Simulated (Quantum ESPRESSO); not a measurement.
# Sn (Immm) in Quantum ESPRESSO: a series of runs

One crystal, Sn, is run at these levels: RPBE, AM05; tasks: band structure.

All numbers are computed with Quantum ESPRESSO 7.5; they aren't measurements. Logs are shortened: lines on timing, memory, paths and dates and some standing lists are left out, and cuts for length are marked.

### 1 The crystal as given

It takes space group Immm (No. 71, orthorhombic). Conventional cell: a = 3.453 Å, b = 3.551 Å, c = 4.677 Å, α = 90.00°, β = 90.00°, γ = 90.00°. Sn (site symmetry mmm) has 12 Sn at 3.41 to 3.55 Å as nearest neighbours.

This isn't the form of Sn at room conditions, which is tetragonal (white tin).

### 2 Band structure, RPBE

pw.in

```
&CONTROL
  calculation = 'scf'
  prefix = 'pwscf'
  outdir = './tmp'
  pseudo_dir = './pseudo'
  tprnfor = .true.
  tstress = .true.
  disk_io = 'low'
/
&SYSTEM
  ibrav = 0
  celldm(1) = 8
  nat = 1
  ntyp = 1
  ecutwfc = 70
  nbnd = 13
  input_dft = 'rpbe'
  occupations = 'smearing'
  smearing = 'fd'
  degauss = 0.00367493
/
&ELECTRONS
  conv_thr = 2d-10
  electron_maxstep = 120
  mixing_beta = 0.5
/
ATOMIC_SPECIES
Sn   118.7100 Sn_ONCV_PBE-1.2.upf
CELL_PARAMETERS alat
 -0.4078357316857   0.4194121939251   0.5523532457137
  0.4078357316857  -0.4194121939251   0.5523532457137
  0.4078357316857   0.4194121939251  -0.5523532457137
ATOMIC_POSITIONS crystal
Sn     0.0000000000    0.0000000000    0.0000000000
K_POINTS automatic
11 11 11 0 0 0
```

bands.in

```
&CONTROL
  calculation = 'bands'
  prefix = 'pwscf'
  outdir = './tmp'
  pseudo_dir = './pseudo'
  disk_io = 'low'
  verbosity = 'high'
/
&SYSTEM
  ibrav = 0
  celldm(1) = 8
  nat = 1
  ntyp = 1
  ecutwfc = 70
  nbnd = 13
  input_dft = 'rpbe'
  occupations = 'smearing'
  smearing = 'fd'
  degauss = 0.00367493
/
&ELECTRONS
  conv_thr = 1d-08
  electron_maxstep = 120
  mixing_beta = 0.5
  diago_full_acc = .true.
  startingwfc = 'random'
/
ATOMIC_SPECIES
Sn   118.7100 Sn_ONCV_PBE-1.2.upf
CELL_PARAMETERS alat
 -0.4078357316857   0.4194121939251   0.5523532457137
  0.4078357316857  -0.4194121939251   0.5523532457137
  0.4078357316857   0.4194121939251  -0.5523532457137
ATOMIC_POSITIONS crystal
Sn     0.0000000000    0.0000000000    0.0000000000
K_POINTS crystal
60
 0.0000000000  0.0000000000  0.0000000000 1
-0.0551848570  0.0551848570  0.0551848570 1
-0.1103697140  0.1103697140  0.1103697140 1
-0.1655545709  0.1655545709  0.1655545709 1
-0.2207394279  0.2207394279  0.2207394279 1
-0.2759242849  0.2759242849  0.2759242849 1
-0.3311091419  0.3311091419  0.3311091419 1
-0.3862939988  0.3862939988  0.3862939988 1
-0.2804352521  0.2804352521  0.4921527456 1
-0.1869568348  0.1869568348  0.4947684970 1
-0.0934784174  0.0934784174  0.4973842485 1
 0.0000000000  0.0000000000  0.5000000000 1
 0.0833333333  0.0833333333  0.4166666667 1
 0.1666666667  0.1666666667  0.3333333333 1
 0.2500000000  0.2500000000  0.2500000000 1
 0.1875000000  0.3125000000  0.1875000000 1
 0.1250000000  0.3750000000  0.1250000000 1
 0.0625000000  0.4375000000  0.0625000000 1
 0.0000000000  0.5000000000  0.0000000000 1
 0.0965734997  0.5284265003 -0.0965734997 1
 0.1931469994  0.5568530006 -0.1931469994 1
 0.2897204991  0.5852795009 -0.2897204991 1
 0.3862939988  0.6137060012 -0.3862939988 1
 0.4431469994  0.5568530006 -0.4431469994 1
 0.5000000000  0.5000000000 -0.5000000000 1
 0.4375000000  0.4375000000 -0.4375000000 1
 0.3750000000  0.3750000000 -0.3750000000 1
 0.3125000000  0.3125000000 -0.3125000000 1
 0.2500000000  0.2500000000 -0.2500000000 1
 0.1875000000  0.1875000000 -0.1875000000 1
 0.1250000000  0.1250000000 -0.1250000000 1
 0.0625000000  0.0625000000 -0.0625000000 1
 0.0000000000  0.0000000000  0.0000000000 1
 0.0437934726 -0.0437934726  0.0437934726 1
 0.0875869452 -0.0875869452  0.0875869452 1
 0.1313804178 -0.1313804178  0.1313804178 1
 0.1751738903 -0.1751738903  0.1751738903 1
 0.2189673629 -0.2189673629  0.2189673629 1
 0.2627608355 -0.2627608355  0.2627608355 1
 0.3065543081 -0.3065543081  0.3065543081 1
 0.3503477807 -0.3503477807  0.3503477807 1
 0.3941412533 -0.3941412533  0.3941412533 1
 0.4153130026 -0.3153130026  0.3153130026 1
 0.4364847520 -0.2364847520  0.2364847520 1
 0.4576565013 -0.1576565013  0.1576565013 1
 0.4788282507 -0.0788282507  0.0788282507 1
 0.5000000000  0.0000000000  0.0000000000 1
 0.4642857143  0.0357142857  0.0357142857 1
 0.4285714286  0.0714285714  0.0714285714 1
 0.3928571429  0.1071428571  0.1071428571 1
 0.3571428571  0.1428571429  0.1428571429 1
 0.3214285714  0.1785714286  0.1785714286 1
 0.2857142857  0.2142857143  0.2142857143 1
 0.2500000000  0.2500000000  0.2500000000 1
 0.2804352521 -0.2804352521  0.5078472544 1
 0.3372882527 -0.3372882527  0.4509942539 1
 0.3941412533 -0.3941412533  0.3941412533 1
 0.6058587467  0.3941412533 -0.3941412533 1
 0.5529293734  0.4470706266 -0.4470706266 1
 0.5000000000  0.5000000000 -0.5000000000 1
```

Potentials or basis: SG15 PBE 1.2.

The run is started by

```
$ OMP_NUM_THREADS=1 mpirun -n 2 pw.x -nk 2 -in pw.in > pw.out
$ OMP_NUM_THREADS=1 mpirun -n 2 pw.x -nk 2 -in bands.in > bands.out
```

pw.out:

```text
This program is part of the open-source Quantum ESPRESSO suite
     for quantum simulation of materials; please cite
         "P. Giannozzi et al., J. Phys.:Condens. Matter 21 395502 (2009);
         "P. Giannozzi et al., J. Phys.:Condens. Matter 29 465901 (2017);
         "P. Giannozzi et al., J. Chem. Phys. 152 154105 (2020);
     in publications or presentations arising from this work. More details at

     IMPORTANT: XC functional enforced from input :
     Exchange-correlation= RPBE
                           (   1   4  44   4   0   0   0)
     Any further DFT definition will be discarded
     Please, verify this is what you really want

     Message from routine setup:
     using ibrav=0 with symmetry is DISCOURAGED, use correct ibrav instead

     K-points division:     npool     =       2
     Subspace diagonalization in iterative solution of the eigenvalue problem:
     a serial algorithm will be used

     G-vector sticks info
     --------------------
     sticks:   dense  smooth     PW     G-vecs:    dense   smooth      PW
     Sum         931     931    285                15291    15291    2703

     Using Slab Decomposition

     bravais-lattice index     =            0
     lattice parameter (alat)  =       8.0000  a.u.
     unit-cell volume          =     193.4965 (a.u.)^3
     number of atoms/cell      =            1
     number of atomic types    =            1
     number of electrons       =        14.00
     number of Kohn-Sham states=           13
     kinetic-energy cutoff     =      70.0000  Ry
     charge density cutoff     =     280.0000  Ry
     scf convergence threshold =      2.0E-10
     mixing beta               =       0.5000
     number of iterations used =            8  plain     mixing
     Exchange-correlation= RPBE
                           (   1   4  44   4   0   0   0)

     celldm(1)=   8.000000  celldm(2)=   0.000000  celldm(3)=   0.000000
     celldm(4)=   0.000000  celldm(5)=   0.000000  celldm(6)=   0.000000

     crystal axes: (cart. coord. in units of alat)
               a(1) = (  -0.407836   0.419412   0.552353 )
               a(2) = (   0.407836  -0.419412   0.552353 )
               a(3) = (   0.407836   0.419412  -0.552353 )

     reciprocal axes: (cart. coord. in units 2 pi/alat)
               b(1) = ( -0.000000  1.192145  0.905218 )
               b(2) = (  1.225984 -0.000000  0.905218 )
               b(3) = (  1.225984  1.192145  0.000000 )

     PseudoPot. # 1 for Sn read from file:
     Sn_ONCV_PBE-1.2.upf
     Pseudo is Norm-conserving, Zval = 14.0
     Generated using ONCVPSP code by D. R. Hamann
     Using radial grid of  602 points,  6 beta functions with:
                l(1) =   0
                l(2) =   0
                l(3) =   1
                l(4) =   1
                l(5) =   2
                l(6) =   2

     atomic species   valence    mass     pseudopotential
     Sn               14.00   118.71000     Sn( 1.00)

      8 Sym. Ops., with inversion, found

   Cartesian axes

     site n.     atom                  positions (alat units)
         1        Sn     tau(   1) = (   0.0000000   0.0000000   0.0000000  )

     number of k points=   216  Fermi-Dirac smearing, width (Ry)=  0.0037

     Number of k-points >= 100: set verbosity='high' to print them.

     Dense  grid:    15291 G-vectors     FFT dimensions: (  36,  36,  36)

     Initial potential from superposition of free atoms

     starting charge      13.9134, renormalised to      14.0000
     Starting wfcs are random

     Self-consistent Calculation

     iteration #  1     ecut=    70.00 Ry     beta= 0.50
     Davidson diagonalization with overlap
     ethr =  1.00E-02,  avg # of iterations =  8.3

     Threshold (ethr) on eigenvalues was too large:
     Diagonalizing with lowered threshold

     Davidson diagonalization with overlap
     ethr =  6.89E-05,  avg # of iterations =  5.2

     total energy              =    -120.70386991 Ry
     estimated scf accuracy    <       0.00677917 Ry

     iteration #  2     ecut=    70.00 Ry     beta= 0.50
     Davidson diagonalization with overlap
     ethr =  4.84E-05,  avg # of iterations =  1.7

     total energy              =    -120.70454938 Ry
     estimated scf accuracy    <       0.00057418 Ry

     iteration #  3     ecut=    70.00 Ry     beta= 0.50
     Davidson diagonalization with overlap
     ethr =  4.10E-06,  avg # of iterations =  3.6

     total energy              =    -120.70464630 Ry
     estimated scf accuracy    <       0.00004983 Ry

     iteration #  4     ecut=    70.00 Ry     beta= 0.50
     Davidson diagonalization with overlap
     ethr =  3.56E-07,  avg # of iterations =  1.1

     total energy              =    -120.70464887 Ry
     estimated scf accuracy    <       0.00000025 Ry

     iteration #  5     ecut=    70.00 Ry     beta= 0.50
     Davidson diagonalization with overlap
     ethr =  1.79E-09,  avg # of iterations =  2.5

     total energy              =    -120.70464899 Ry
     estimated scf accuracy    <       0.00000005 Ry

     iteration #  6     ecut=    70.00 Ry     beta= 0.50
     Davidson diagonalization with overlap
     ethr =  3.77E-10,  avg # of iterations =  2.0

     total energy              =    -120.70464898 Ry
     estimated scf accuracy    <       0.00000004 Ry

     iteration #  7     ecut=    70.00 Ry     beta= 0.50
     Davidson diagonalization with overlap
     ethr =  3.13E-10,  avg # of iterations =  2.0

     End of self-consistent calculation

     Number of k-points >= 100: set verbosity='high' to print the bands.

     the Fermi energy is    12.1611 ev

!    total energy              =    -120.70464899 Ry
     estimated scf accuracy    <          2.8E-11 Ry
     smearing contrib. (-TS)   =      -0.00025991 Ry
     internal energy E=F+TS    =    -120.70438909 Ry

     The total energy is F=E-TS. E is the sum of the following terms:
     one-electron contribution =     -30.52251774 Ry
     hartree contribution      =      22.44306365 Ry
     xc contribution           =     -14.76011314 Ry
     ewald contribution        =     -97.86482185 Ry

     convergence has been achieved in   7 iterations

     Forces acting on atoms (cartesian axes, Ry/au):

     atom    1 type  1   force =     0.00000000    0.00000000    0.00000000

     Total force =     0.000000     Total SCF correction =     0.000000

     Computing stress (Cartesian axis) and pressure

          total   stress  (Ry/bohr**3)                   (kbar)     P=        8.53
   0.00010493   0.00000000   0.00000000           15.44        0.00        0.00
  -0.00000000  -0.00001591   0.00000000           -0.00       -2.34        0.00
   0.00000000  -0.00000000   0.00008484            0.00       -0.00       12.48

=------------------------------------------------------------------------------=
   JOB DONE.
=------------------------------------------------------------------------------=
```

Wall time 42 s (2 MPI ranks of Arm Neoverse V2, shared host); peak memory 0.18 GiB.

What came out:

* Free energy: -1642.2704 eV
* Pressure: 0.9 GPa
* Band gap on the k mesh: none (metal or under the smearing width)

Levels at the corners of the path, in eV from the Fermi level:
| point | band 3 | band 4 | band 5 | band 6 | band 7 | band 8 | band 9 | band 10 | band 11 | band 12 |
| --- | --- | --- | --- | --- | --- | --- | --- | --- | --- | --- |
| Γ | -21.73 | -21.70 | -21.67 | -10.77 | 7.07 | 7.22 | 7.62 | 10.86 | 11.09 | 11.60 |
| X | -21.65 | -21.64 | -21.62 | -4.55 | -2.32 | -1.20 | 1.96 | 5.22 | 10.28 | 17.08 |
| L | -21.69 | -21.66 | -21.60 | -4.51 | -1.73 | -1.46 | 0.01 | 9.22 | 10.71 | 13.04 |
| T | -21.63 | -21.62 | -21.59 | -5.21 | -3.57 | 2.10 | 2.48 | 5.47 | 5.86 | 19.74 |
| W | -21.71 | -21.66 | -21.62 | -4.81 | -1.74 | -1.53 | -0.34 | 11.49 | 12.94 | 12.96 |
| R | -21.72 | -21.62 | -21.62 | -6.59 | -4.34 | 4.87 | 5.74 | 9.13 | 9.61 | 10.22 |
| X1 | -21.65 | -21.64 | -21.62 | -4.55 | -2.32 | -1.20 | 1.96 | 5.22 | 10.28 | 17.08 |
| Z | -21.63 | -21.60 | -21.60 | -4.45 | -3.07 | 1.25 | 1.89 | 4.57 | 5.40 | 20.14 |
| Γ | -21.73 | -21.70 | -21.67 | -10.77 | 7.07 | 7.22 | 7.62 | 10.86 | 11.09 | 11.60 |
| Y | -21.65 | -21.63 | -21.61 | -4.70 | -2.46 | -1.18 | 2.47 | 5.69 | 8.88 | 17.59 |
| S | -21.73 | -21.64 | -21.61 | -6.84 | -4.40 | 5.30 | 6.05 | 9.62 | 10.17 | 10.28 |
| W | -21.71 | -21.66 | -21.62 | -4.81 | -1.74 | -1.53 | -0.34 | 11.49 | 12.94 | 12.96 |
| L1 | -21.69 | -21.66 | -21.60 | -4.51 | -1.73 | -1.46 | 0.01 | 9.22 | 10.71 | 13.04 |
| Y | -21.65 | -21.63 | -21.61 | -4.70 | -2.46 | -1.18 | 2.47 | 5.69 | 8.88 | 17.59 |
| Y1 | -21.65 | -21.63 | -21.61 | -4.70 | -2.46 | -1.18 | 2.47 | 5.69 | 8.88 | 17.59 |
| Z | -21.63 | -21.60 | -21.60 | -4.45 | -3.07 | 1.25 | 1.89 | 4.57 | 5.40 | 20.14 |

Caveat: the potentials were made for another functional, which shifts forces and pressure; spin-orbit coupling is left out, which moves the levels of the heavy elements.

### 3 Band structure, AM05

pw.in, as its differences from that of step 2:

```diff
@@ -16,3 +16,3 @@
   nbnd = 13
-  input_dft = 'rpbe'
+  input_dft = 'XC-000I-000I-120L-135L-000I-000I'
   occupations = 'smearing'
```

bands.in, as its differences from that of step 2:

```diff
@@ -15,3 +15,3 @@
   nbnd = 13
-  input_dft = 'rpbe'
+  input_dft = 'XC-000I-000I-120L-135L-000I-000I'
   occupations = 'smearing'
```

Potentials or basis: SG15 PBE 1.2.

The run is started by

```
$ OMP_NUM_THREADS=1 mpirun -n 2 pw.x -nk 2 -in pw.in > pw.out
$ OMP_NUM_THREADS=1 mpirun -n 2 pw.x -nk 2 -in bands.in > bands.out
```

It took 42 s on 2 MPI ranks of Arm Neoverse V2, shared host; peak memory 0.18 GiB.

The run converged. Its results:

- Free energy: -1637.9420 eV
- Pressure: -3.6 GPa
- Band gap on the k mesh: none (metal or under the smearing width)

Stress tensor (GPa, compression positive):
```
-2.99  0.00  0.00
 0.00 -4.63  0.00
 0.00  0.00 -3.28
```

Levels at the corners of the path, in eV from the Fermi level:
```csv
point,band 4,band 5,band 6,band 7,band 8,band 9,band 10,band 11
Γ,-21.25,-21.21,-10.76,7.07,7.22,7.62,10.84,11.11
X,-21.18,-21.16,-4.52,-2.33,-1.21,1.96,5.21,10.28
L,-21.20,-21.14,-4.47,-1.74,-1.47,-0.01,9.21,10.70
T,-21.16,-21.13,-5.18,-3.58,2.10,2.47,5.46,5.87
W,-21.20,-21.16,-4.78,-1.75,-1.54,-0.36,11.47,12.94
R,-21.16,-21.16,-6.56,-4.35,4.87,5.74,9.16,9.62
X1,-21.18,-21.16,-4.52,-2.33,-1.21,1.96,5.21,10.28
Z,-21.14,-21.14,-4.41,-3.08,1.24,1.88,4.56,5.41
Γ,-21.25,-21.21,-10.76,7.07,7.22,7.62,10.84,11.11
Y,-21.17,-21.15,-4.66,-2.46,-1.18,2.46,5.69,8.88
S,-21.18,-21.15,-6.81,-4.42,5.30,6.05,9.66,10.18
W,-21.20,-21.16,-4.78,-1.75,-1.54,-0.36,11.47,12.94
L1,-21.20,-21.14,-4.47,-1.74,-1.47,-0.01,9.21,10.70
Y,-21.17,-21.15,-4.66,-2.46,-1.18,2.46,5.69,8.88
Y1,-21.17,-21.15,-4.66,-2.46,-1.18,2.46,5.69,8.88
Z,-21.14,-21.14,-4.41,-3.08,1.24,1.88,4.56,5.41
```

Caveat: the potentials were made for another functional, which shifts forces and pressure; spin-orbit coupling is left out, which moves the levels of the heavy elements.
